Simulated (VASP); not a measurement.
Write the native input for VASP 6.6.1 that does the following.

| Quantity | Value |
| --- | --- |
| Task | single point |
| Functional | PBE |
| Dispersion | D3(BJ) |
| Potentials or basis | VASP PAW PBE potentials, release 64 (O, H, Li_sv) |
| Cutoff | 520 eV |
| k mesh | 1 × 1 × 1 |
| Occupations | fermi-dirac, width 0.02 eV |
| Spin | no spin polarisation |
| Dipole correction | no |
| Further INCAR settings | LREAL = Auto; ALGO = Normal; EDIFF = 1e-06; NBANDS = 45 |

The structure of LiH13O7 lies in POSCAR:

```
LiH13O7
1.0
    5.8635890000      0.0000000000      0.0000000000
    0.0000000000      5.8635890000      0.0000000000
    0.0000000000      0.0000000000      5.8635890000
O H Li
7 13 1
Direct
    0.2453616718      1.0849498490     -0.4444206441
    0.7770837963      0.0884952885      0.6081258424
    0.3559594644      0.5620277956      0.5855287606
    0.9516014850      0.3608199688      0.0818611264
    0.8497867091      0.8101693349      0.9181066408
    0.3957132739      0.8192252220      0.1647114080
    0.5169018497      0.2420872268     -0.0051504292
    0.2879635663      0.9962328533     -0.5639378886
    0.1162598538      1.0355261939     -0.3581424278
    0.5699751466      0.2799650521      0.8484735202
    0.6321384394      0.1426600671      0.6518874362
    0.3082071407      0.6144018621      0.4480361772
    0.4216871271      0.6759341420      0.6693340887
    0.9349563893      0.2332701013     -0.0216590897
    0.8912800675      0.4729014943     -0.0354219915
    0.8018638414      0.9066972463      0.7951785161
    0.9323470659      0.9033886925      1.0233152426
    0.4276391132      0.9303687554      0.0563647964
    0.5370772065      0.8264051249      0.2780379048
    0.5824078052      0.3516276465      0.1161063642
   -0.0208234240      0.3319298130      0.4289693565
```

The cell was built by a generator and needn't be a form met in nature.

One way to write it, as run:

INCAR

```
ALGO     = Normal         # electronic algorithm
EDIFF    = 1E-6           # SCF threshold, eV
ENCUT    = 520            # plane-wave cutoff, eV
GGA      = PE             # functional
ISIF     = 2              # what is computed and relaxed
ISMEAR   = -1             # smearing method
IVDW     = 12             # dispersion correction
LASPH    = True           # aspherical terms in the spheres
LCHARG   = True           # write CHGCAR
LELF     = True           # ELF
LREAL    = Auto         
LVHAR    = True         
LWAVE    = False          # write WAVECAR
NBANDS   = 45             # bands
NELM     = 80             # most SCF steps
PREC     = Accurate       # precision mode
SIGMA    = 0.02           # smearing width, eV
```

KPOINTS

```
k-points
0
Gamma
  1 1 1
```

Potentials or basis: VASP PAW PBE potentials, release 64 (O, H, Li_sv).

Command:

```bash
$ cat potpaw_PBE.64/O/POTCAR potpaw_PBE.64/H/POTCAR potpaw_PBE.64/Li_sv/POTCAR > POTCAR
$ mpirun -np 1 vasp_gam > vasp.out
```

It gave:

- Largest force: 5.199 eV/Å
- Band gap on the k mesh: 3.18 eV, direct
- Dispersion energy per atom: -0.042 eV

It took 23 s on 1 thread of Intel(R) Xeon(R) Platinum 8488C (Sapphire Rapids), on a shared host, peak memory 0.31 GiB.
